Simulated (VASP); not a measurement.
# ZnS (Wurtzite-2H) (P6_3mc) in VASP: a series of runs

Runs on ZnS (Wurtzite-2H). Level: PBE. Tasks: single point.

Program: VASP 6.6.1. These are calculated values, not measurements. Logs are shortened: lines on timing, memory, paths and dates and some standing lists are left out, and cuts for length are marked.

**Experimental background.**

A printed reference work, monograph reports, for a bulk crystal of ZnS at 4 K: band gap 3.911 eV (direct).

The results are compared with them further down.

### Step 1. The cell of the first run

It takes space group P6_3mc (No. 186, hexagonal). Conventional cell: a = 3.910 Å, b = 3.910 Å, c = 6.396 Å, α = 90.00°, β = 90.00°, γ = 120.00°. Within 3.1 Å of Zn (site symmetry 3m) lie 4 S at 2.37 to 2.46 Å. Within 3.1 Å of S (site symmetry 3m) lie 4 Zn at 2.37 to 2.46 Å.

### Step 2. Single point, PBE

The input, INCAR:

```
SYSTEM = ZnS
  ALGO = Normal
  EDIFF = 1E-6
  ENCUT = 520
  GGA = PE
  ISIF = 2
  ISMEAR = 0
  LASPH = .TRUE.
  LCHARG = .FALSE.
  LREAL = .FALSE.
  LWAVE = .FALSE.
  NBANDS = 26
  NELM = 100
  PREC = Accurate
  SIGMA = 0.01
```

The input, KPOINTS:

```
k-points
0
G
  5 5 3
  0 0 0
```

The input, POSCAR:

```
ZnS
1.0
    3.9100309997      0.0000000000      0.0000000000
   -1.9550154998      3.3861863663      0.0000000000
    0.0000000000      0.0000000000      6.3959940309
Zn S
2 2
Direct
    0.3333333333      0.6666666667      0.0000000000
    0.6666666667      0.3333333333      0.5000000000
    0.3333333333      0.6666666667      0.3850000000
    0.6666666667      0.3333333333      0.8850000000
```

Potentials or basis: VASP PAW PBE potentials, release 64 (Zn, S).

On the command line:

```sh
> cat potpaw_PBE.64/Zn/POTCAR potpaw_PBE.64/S/POTCAR > POTCAR
> mpirun -np 1 vasp_std > vasp.out
```

OUTCAR:

```text
SYSTEM = ZnS
   EDIFF = 1E-6
   ENCUT = 520
   GGA = PE
   ISIF = 2
   ISMEAR = 0
   LASPH = .TRUE.
   LREAL = .FALSE.
   NELM = 100
   PREC = Accurate

 ion  position               nearest neighbor table
   1  0.333  0.667  0.000-   4 2.37   4 2.37   4 2.37   3 2.46
   2  0.667  0.333  0.500-   3 2.37   3 2.37   3 2.37   4 2.46
   3  0.333  0.667  0.385-   2 2.37   2 2.37   2 2.37   1 2.46
   4  0.667  0.333  0.885-   1 2.37   1 2.37   1 2.37   2 2.46

  LATTYP: Found a hexagonal cell.
 ALAT       =     3.9100309997
 C/A-ratio  =     1.6357911309

  Lattice vectors:

 A1 = (   3.9100309997,   0.0000000000,   0.0000000000)
 A2 = (  -1.9550154998,   3.3861863663,   0.0000000000)
 A3 = (   0.0000000000,   0.0000000000,   6.3959940309)

Analysis of symmetry for initial positions (statically):
=====================================================================
 Subroutine PRICEL returns:
 Original cell was already a primitive cell.

 Routine SETGRP: Setting up the symmetry group for a
 hexagonal supercell.

 Subroutine GETGRP returns: Found 12 space group operations
 (whereof  6 operations were pure point group operations)
 out of a pool of 24 trial point group operations.

The static configuration has the point symmetry C_3v.
 The point group associated with its full space group is C_6v.

Analysis of symmetry for dynamics (positions and initial velocities):
=====================================================================
 Subroutine PRICEL returns:
 Original cell was already a primitive cell.

 Routine SETGRP: Setting up the symmetry group for a
 hexagonal supercell.

 Subroutine GETGRP returns: Found 12 space group operations
 (whereof  6 operations were pure point group operations)
 out of a pool of 24 trial point group operations.

The dynamic configuration has the point symmetry C_3v.
 The point group associated with its full space group is C_6v.

 Subroutine INISYM returns: Found 12 space group operations
 (whereof  6 operations are pure point group operations),
 and found     1 'primitive' translations

[... 77 lines left out ...]
   ISPIN  =      1    spin polarized calculation?
   LNONCOLLINEAR =      F non collinear calculations
   LSORBIT =      F    spin-orbit coupling
   LASPH  =      T    aspherical Exc in radial PAW
   ENCUT  =  520.0 eV  38.22 Ry    6.18 a.u.   7.27  7.27 11.89*2*pi/ulx,y,z
   NELM   =    100;   NELMIN=  2; NELMDL= -5     # of ELM steps
   EDIFF  = 0.1E-05   stopping-criterion for ELM
   LREAL  =      F    real-space projection
   EDIFFG = 0.1E-04   stopping-criterion for IOM
   NSW    =      0    number of steps for IOM
   IBRION =     -1    ionic relax: 0-MD 1-quasi-New 2-CG
   NFREE  =      0    steps in history (QN), initial steepest desc. (CG)
   ISIF   =      2    stress and relaxation
   ISYM   =      2    0-nonsym 1-usesym 2-fastsym
   POTIM  = 0.5000    time-step for ionic-motion
   TEBEG  =    0.0;   TEEND  =   0.0 temperature during run
   PSTRESS=    0.0 pullay stress
   NELECT =      36.0000    total number of electrons
   NUPDOWN=      -1.0000    fix difference up-down
   EMIN   =  10.00;   EMAX   =-10.00  energy-range for DOS
   EFERMI =   0.00;   METHOD = LEGACY
   ISMEAR =     0;   SIGMA  =   0.01  broadening in eV -4-tet -1-fermi 0-gaus
   EFERMI_NEDOS =   21; number of points for ismear=-14 and -15
   IALGO  =     38    algorithm
   IMIX   =      4    mixing-type and parameters
     AMIX     =   0.40;   BMIX     =  1.00
     AMIX_MAG =   1.60;   BMIX_MAG =  1.00
  volume/ion in A,a.u.               =      21.17       142.87
  Fermi-wavevector in a.u.,A,eV,Ry     =   1.230956  2.326170 20.616274  1.515253
  Thomas-Fermi vector in A             =   2.365785
   LORBIT       =      0    0 simple, 1 ext, 2 COOP (PROOUT), +10 PAW based schemes
   GGA     = PE    functional components
   LHFCALC =     F    Hartree Fock is set to
   AEXX    =    0.0000 exact exchange contribution
   IVDW    =     0    specifies the selected vdW correction
   LEPSILON=     F    determine dielectric tensor
   LRPA    =     F    only Hartree local field effects (RPA)
 non-spin polarized calculation
 Gauss-broadening in eV      SIGMA  =   0.01
  energy-cutoff  :      520.00
  volume of cell :       84.68
 maximum number of plane-waves:      2298
 NGX is ok and might be reduce to    30
   NGX = 15   NGY = 15   NGZ = 23

 number of electron      36.0000009 magnetization

 Free energy of the ion-electron system (eV)
  ---------------------------------------------------
  ext. energy  EPLUGINS =         0.00000000
  ---------------------------------------------------
  free energy    TOTEN  =       -13.63136238 eV

  energy without entropy =      -13.63136238  energy(sigma->0) =      -13.63136238

 E-fermi :   1.5975     XC(G=0):  -9.2913

 val. band max:        1.4921489566   @ k =   0.0000   0.0000   0.0000
 cond. band min:       3.3837878279   @ k =   0.0000   0.0000   0.0000
 fundamental gap:      1.8916388713
 Fermi energy:         1.5975268455

 k-point     1 :       0.0000    0.0000    0.0000
  band No.  band energies     occupation
      1     -11.2039      2.00000
      2     -10.4146      2.00000
      3      -4.6165      2.00000
      4      -4.6165      2.00000
      5      -4.5605      2.00000
      6      -4.5605      2.00000
[... 279 lines left out ...]
     25      10.6550      0.00000
     26      11.1406      0.00000

------------------------ aborting loop because EDIFF is reached ----------------------------------------

  FORCE on cell =-STRESS in cart. coord.  units (eV):
  Direction    XX          YY          ZZ          XY          YZ          ZX
  --------------------------------------------------------------------------------------
  -------------------------------------------------------------------------------------
  Total       -1.2205698     -1.2205700     -1.8148384     -0.0000000      0.0000000      0.0000000
  in kB      -23.0926678    -23.0926704    -34.3359789     -0.0000000      0.0000000      0.0000000
  external PRESSURE =     -26.8404390 kB  Pullay stress =       0.0000000 kB

 VOLUME and BASIS-vectors are now :
 -----------------------------------------------------------------------------
  energy-cutoff  :      520.00
  volume of cell :       84.68
      direct lattice vectors                 reciprocal lattice vectors
     3.910031000  0.000000000  0.000000000     0.255752448  0.147658736  0.000000000
    -1.955015500  3.386186366  0.000000000     0.000000000  0.295317473  0.000000000
     0.000000000  0.000000000  6.395994031     0.000000000  0.000000000  0.156347863

 POSITION                                       TOTAL-FORCE (eV/Angst)
 -----------------------------------------------------------------------------------
     -0.00000      2.25746      0.00000        -0.000000      0.000000      0.241551
      1.95502      1.12873      3.19800        -0.000000     -0.000000      0.241551
     -0.00000      2.25746      2.46246         0.000000      0.000000     -0.241551
      1.95502      1.12873      5.66045        -0.000000     -0.000000     -0.241551
 -----------------------------------------------------------------------------------
    total drift:                               -0.000000     -0.000000      0.000257

  FREE ENERGIE OF THE ION-ELECTRON SYSTEM (eV)
  ---------------------------------------------------
  free  energy   TOTEN  =       -13.6313623798 eV

  energy  without entropy=      -13.6313623798  energy(sigma->0) =      -13.63136238
```

OSZICAR:

```text
N       E                     dE             d eps       ncg     rms          rms(c)
DAV:   1     0.237896852345E+03    0.23790E+03   -0.16926E+04   520   0.162E+03
DAV:   2     0.917873964415E+01   -0.22872E+03   -0.21824E+03   520   0.339E+02
DAV:   3    -0.139529569205E+02   -0.23132E+02   -0.22904E+02   636   0.108E+02
DAV:   4    -0.144912987997E+02   -0.53834E+00   -0.53705E+00   586   0.166E+01
DAV:   5    -0.144996594972E+02   -0.83607E-02   -0.83585E-02   658   0.203E+00    0.861E+00
DAV:   6    -0.136391305781E+02    0.86053E+00   -0.16702E+00   784   0.354E+01    0.675E+00
DAV:   7    -0.136342023832E+02    0.49282E-02   -0.10788E+00   570   0.605E+00    0.326E+00
DAV:   8    -0.136302705206E+02    0.39319E-02   -0.35835E-02   672   0.204E+00    0.833E-01
DAV:   9    -0.136309132293E+02   -0.64271E-03   -0.70251E-03   690   0.140E+00    0.205E-01
DAV:  10    -0.136311307384E+02   -0.21751E-03   -0.80112E-04   598   0.315E-01    0.850E-02
DAV:  11    -0.136313603936E+02   -0.22966E-03   -0.38795E-04   542   0.123E-01    0.533E-02
DAV:  12    -0.136313589236E+02    0.14700E-05   -0.10668E-05   622   0.223E-02    0.123E-02
DAV:  13    -0.136313624001E+02   -0.34764E-05   -0.65909E-06   522   0.134E-02    0.568E-03
DAV:  14    -0.136313623798E+02    0.20280E-07   -0.79857E-08   440   0.441E-03
   1 F= -.13631362E+02 E0= -.13631362E+02  d E =-.446823E-52
```

Run time: 48 s. Hardware: 1 thread of Intel Xeon 8259CL, shared host; peak memory 0.19 GiB.

What came out:

```
Free energy            : -13.6314 eV
Pressure               : -2.7 GPa
Largest force          : 0.242 eV/Å
Band gap on the k mesh : 1.89 eV, direct
```

Forces in eV/Å, atoms in the order of the input:
```
Zn   0.000  0.000  0.242
Zn   0.000  0.000  0.242
S    0.000  0.000 -0.242
S    0.000  0.000 -0.242
```

Stress tensor (GPa, compression positive):
```
-2.31  0.00  0.00
 0.00 -2.31  0.00
 0.00  0.00 -3.43
```

Levels at points of the mesh, in eV from the valence-band top:
```tsv
k point	band 16	band 17	band 18	band 19	band 20	band 21
(0.00, 0.00, 0.00)	-0.03	-0.03	0.00	1.89	2.83	6.33
```

### Step 3. Single point, PBE

This run uses another cell than the first one, of 21.95 Å³/atom, 1.037 times its volume.

The input, INCAR:

```
SYSTEM = ZnS
ALGO = Normal
EDIFF = 1E-6
ENCUT = 520
GGA = PE
ISIF = 2
ISMEAR = 0
LASPH = .TRUE.
LCHARG = .FALSE.
LREAL = .FALSE.
LWAVE = .FALSE.
NBANDS = 26
NELM = 80
PREC = Accurate
SIGMA = 0.01
```

KPOINTS is that of step 2.

The input, POSCAR:

```
ZnS
1.0
    3.9577190044      0.0000000000      0.0000000000
   -1.9788595022      3.4274853922      0.0000000000
    0.0000000000      0.0000000000      6.4740016462
Zn S
2 2
Direct
    0.3333333333      0.6666666667      0.0000000000
    0.6666666667      0.3333333333      0.5000000000
    0.3333333333      0.6666666667      0.3850000000
    0.6666666667      0.3333333333      0.8850000000
```

Potentials or basis: VASP PAW PBE potentials, release 64 (Zn, S).

On the command line:

```sh
> cat potpaw_PBE.64/Zn/POTCAR potpaw_PBE.64/S/POTCAR > POTCAR
> mpirun -np 1 vasp_std > vasp.out
```

It took 48 s on 1 thread of Intel Xeon 8259CL, shared host; peak memory 0.19 GiB.

Results (log left out):

* Free energy: -13.5602 eV
* Pressure: -4.6 GPa
* Largest force: 0.207 eV/Å
* Band gap on the k mesh: 1.73 eV, direct

Forces on the atoms (eV/Å):
```
Zn   0.000  0.000  0.207
Zn   0.000  0.000  0.207
S    0.000  0.000 -0.207
S    0.000  0.000 -0.207
```

Stress tensor (GPa, compression positive):
```
-4.33  0.00  0.00
 0.00 -4.33  0.00
 0.00  0.00 -5.07
```

Levels at points of the mesh, in eV from the valence-band top:
```
           k point  band 14  band 15  band 16  band 17  band 18  band 19  band 20  band 21  band 22  band 23
(0.00, 0.00, 0.00)    -0.74    -0.74    -0.04    -0.04     0.00     1.73     2.76     6.33     6.33     6.61
```

### Step 4. Comparison with measurements

Step 2. Measured gap of ZnS: 3.911 eV (direct; 4 K; a printed reference work, monograph). This calculation gives 1.89 eV (-2.02 eV). So large a miss can be the level of theory's own, or it may mean another phase, state or a wrong row. The value is that of PBE, without temperature or zero-point motion. Semilocal functionals fall short of measured gaps as a rule.
